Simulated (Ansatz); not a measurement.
## Structure relaxation of Ca

All numbers below come from DFT PBE, scalar-relativistic, plane waves, PAW in Ansatz 0.2.0. Cutoff 420 eV, Γ-centred k mesh, Gaussian smearing, no spin polarisation in the final step.

The start puts Ca on the bcc structure type (Im-3m, No. 229), at a guessed volume.

```
CELL_PARAMETERS angstrom
-2.28468 2.28468 2.28468
2.28468 -2.28468 2.28468
2.28468 2.28468 -2.28468
ATOMIC_POSITIONS crystal
Ca 0.00000 0.00000 0.00000
```

Steps on the 18×18×18 mesh (1 atom). 5 of 5 steps are shown, and the free energy counts from the last. Trial steps that were taken back and renewals of the plane-wave basis can be among the rows.

| step | ΔF (meV/atom) | V (Å³/atom) | P (GPa) |
| --- | --- | --- | --- |
| 1 | 32.1 | 47.70 | -1.70 |
| 2 | 13.2 | 45.62 | -1.16 |
| 3 | 0.0 | 41.70 | 0.18 |
| 4 | -0.2 | 42.15 | 0.00 |
| 5 | 0.0 | 42.15 | -0.01 |

A final relaxation ran on a 18×18×18 mesh. The relaxed crystal, Im-3m (No. 229):

```
Ca
1.0
    -2.19235    2.19235    2.19235
     2.19235   -2.19235    2.19235
     2.19235    2.19235   -2.19235
Ca
1
Direct
  0.00000 0.00000 0.00000
```

```json
{"Volume per atom": "42.15 Å³", "Density": "1.58 g/cm³", "Energy over the standard structure": "0.02 eV/atom", "Gap on the 18×18×18 mesh": "0 eV (a metal)"}
```

Energies count from the standard state of Ca at the same level.

The final run used a 18×18×18 mesh on its 1-atom cell and 0.10 eV smearing. For metals, differences of a few meV/atom aren't resolved.

Symmetry constrained the relaxation, so the result can be a saddle point.